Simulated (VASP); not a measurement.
Runs of VASP 6.6.1 on GaAs. The structure is cubic, space group F-43m (No. 216). The conventional cell has a = 5.654 Å, b = 5.654 Å, c = 5.654 Å, α = 90.00°, β = 90.00°, γ = 90.00°. As (site symmetry -43m) has 4 Ga at 2.45 Å as nearest neighbours. Around Ga (site symmetry -43m) lie 4 As at 2.45 Å. 

```csv
task,potentials or basis,cell,cutoff (eV),smearing,gap on the mesh (eV),pressure (GPa),relaxed volume (Å³/atom)
single point,"VASP PAW PBE potentials, release 64 (As, Ga_d)",as given,520,gaussian 0.021 eV,0.52,3.5,-
band structure,"VASP PAW PBE potentials, release 64 (As_GW, Ga_d_GW)",as given,550,fermi-dirac 0.05 eV,0.51,(a),-
single point,"VASP PAW PBE potentials, release 64 (As, Ga_d)",as given,520,gaussian 0.029 eV,0.52,3.5,-
relaxation of cell and atoms,"VASP PAW PBE potentials, release 64 (As_GW, Ga_d_GW)",relaxed,630,fermi-dirac 0.05 eV,(b),0.0,23.65
band structure,"VASP PAW PBE potentials, release 64 (As, Ga)",as given,500,fermi-dirac 0.05 eV,0.58,4.0,-
relaxation of cell and atoms,"VASP PAW PBE potentials, release 64 (As_GW, Ga_d_GW)",relaxed,680,fermi-dirac 0.05 eV,0.15,0.0,23.72
band structure,"VASP PAW PBE potentials, release 64 (As, Ga_d)",as given,520,fermi-dirac 0.05 eV,0.52,3.5,-
relaxation of cell and atoms,"VASP PAW PBE potentials, release 64 (As, Ga)",relaxed,580,fermi-dirac 0.05 eV,0.15,0.0,23.91
```

Alike in all rows: level PBE; no spin polarisation; k mesh 8 × 8 × 8.

Q: Estimate the missing entries.

A: (a) 3.1; (b) 0.17.

A k mesh can miss the band edges, and the runs leave out spin-orbit coupling on As, Ga.

The runs don't all hold the same shells in valence.
